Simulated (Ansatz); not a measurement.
Computed with Ansatz 0.2.0, DFT, r2SCAN, plane waves (500 eV) with PAW, scalar-relativistic. The PAW files were generated under PBE, with cores re-solved for the functional.

An element in the fcc structure gives this curve. The cell is scaled uniformly from the relaxed one, with fractional coordinates and shape fixed. Energies are extrapolated to zero smearing, pressures are those at the given smearing. Magnetic state: spin not included.

| V (Å³/atom) | E − E₀ (meV/atom) | P (GPa) |
| --- | --- | --- |
| 13.957 | 222.0 | 41.33 |
| 14.592 | 92.1 | 24.94 |
| 15.226 | 21.4 | 11.39 |
| 15.861 | -0.1 | 0.23 |
| 16.495 | 18.7 | -8.91 |
| 17.129 | 70.4 | -16.36 |
| 17.764 | 148.9 | -22.42 |

(1) Which element is it?
A. gold
B. rhenium
C. palladium
D. molybdenum

Results:

(1) D. Its fit is V₀ = 15.86 Å³/atom, B₀ = 252 GPa, B₀′ = 3.9.
